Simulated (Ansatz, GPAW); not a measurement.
This is a calculation of Os for GPAW 26.7.0 (ASE script). This isn't the form of Os at room conditions, which is hcp.

Contents of run.py:

```python
from ase.dft.bandgap import bandgap
from ase.io import read, write
from ase.units import Bohr, GPa
from gpaw import GPAW, PW, setup_paths
from gpaw.elf import elf_from_dft_calculation

setup_paths.insert(0, '.')

atoms = read('Os.xyz')

calc = GPAW(mode=PW(600),
            xc='PBEsol',
            kpts={'size': (12, 12, 12), 'gamma': True},
            occupations={'name': 'methfessel-paxton', 'order': 0, 'width': 0.02},
            nbands=16,
            convergence={'density': 1e-05, 'energy': 1e-05},
            maxiter=150,
            txt='gpaw.txt')
atoms.calc = calc
energy = atoms.get_potential_energy()
forces = atoms.get_forces()
stress = atoms.get_stress()
calc.write('gs.gpw')
write('result.traj', atoms)
print(f'Energy: {energy:.6f} eV')
print('Forces (eV/A):')
print(forces.round(4))
print('Stress (GPa):', (stress / GPa).round(3))
print('Fermi level:', round(calc.get_fermi_level(), 4), 'eV')
print(f'Gap: {bandgap(calc)[0]:.4f} eV, direct: {bandgap(calc, direct=True)[0]:.4f} eV')

# fields on the real-space grid
write('density.cube', atoms, data=calc.get_pseudo_density() * Bohr**3)
write('potential.cube', atoms, data=calc.get_electrostatic_potential())
write('elf.cube', atoms, data=elf_from_dft_calculation(calc).data)
```

Contents of Os.xyz:

```xyz
1
Lattice="0.0000000000 1.9450000000 1.9450000000 1.9450000000 0.0000000000 1.9450000000 1.9450000000 1.9450000000 0.0000000000" Properties=species:S:1:pos:R:3 pbc="T T T"
Os     0.0000000000      0.0000000000      0.0000000000
```

Potentials or basis: PAW data sets generated in the run's folder for this functional, pw.

Command:

```sh
$ gpaw-setup -f PBEsol Os
$ OMP_NUM_THREADS=1 python run.py
```

Q: Set up the same calculation for Ansatz 0.2.0. Potentials or basis there: all-electron LAPW, scalar-relativistic.

A: As run (cutoffs and basis follow the program's own potentials, and thresholds, step limits or extra output files can differ):

Contents of input.yaml:

```yaml
crystal:
  lattice:
    - [0.0, 1.945, 1.945]
    - [1.945, 0.0, 1.945]
    - [1.945, 1.945, 0.0]
  atoms:
    - { symbol: Os, position: [0.0, 0.0, 0.0] }
kpoints:
  mp_grid: { grid: [12, 12, 12] }
scf:
  occupations: { method: gaussian, width: 0.02 }
hamiltonian:
  xc: pbesol
  pseudopotentials: { kind: all_electron, lapw: { basis_error: 0.001 } }
output:
  forces: true
  stress: true
  eigenvalues: true
```

Potentials or basis: all-electron LAPW, scalar-relativistic.

Run with:

```sh
$ ansatz run input.yaml --threads 1 --pin off --max-ram 3072MiB --backend cpu --events-out ev --progress --plain --runs-dir out
```

Both were run:

|  | GPAW | Ansatz |
| --- | --- | --- |
| Pressure | -22.6 GPa | -20.5 GPa |

Where Ansatz's input types no cutoff or centring, it takes its own default and a Γ-centred mesh.

The two runs disagree by more than potentials and bases usually give (in gap, levels, pressure or energy); the cause wasn't traced.

The cell lies far from this level's equilibrium.

Pressure is positive in compression.
